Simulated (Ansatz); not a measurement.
**Ni₂Si: how the free axis answers a strain**

Ni₂Si, P6_3/mmc, a = 3.870 Å, c = 4.927 Å. The structure is a COD entry; whether it is the stable form wasn't checked. Ansatz: r2SCAN, PAW, 500 eV, Γ-centred 12×12×8 mesh on 6 atoms, Gaussian smearing 0.10 eV; no spin polarisation. Series: biaxial strain in the a-b plane, c and atoms relaxed; x is the strain in per cent. y is the change of c in per cent of 4.927 Å.

| x (%) | y (%) |
| --- | --- |
| -6.0 | ? |
| -4.0 | 3.54 |
| -2.0 | 1.54 |
| 0.0 | 0.00 |
| 2.0 | -1.20 |
| 4.0 | -2.17 |
| 6.0 | -2.97 |

Q: Fit y = c1 x + c2 x² to the other rows, say what c1 measures, and predict the missing y.

A: Least squares on the rows shown. y = −0.7172 x + 0.03874 x². With no stress along c, c1 = −2C13/C33 = -0.717. With a term in x³ added, the coefficient of x becomes -0.6800, 5 % less, which shows how far this figure hangs on the form. At x = -6.0 the fit asked for gives 5.70 %. The run gave 5.86 %, so the fit is 0.16 % too low, 1.8 % of the span of the series, against an rms of 0.07 % on the fitted rows. The row lies outside the fitted range. With a term in x³ added, a fit to the same known rows predicts 6.07 %, which misses by about as much or more on the other side: the known rows don't fix the higher terms.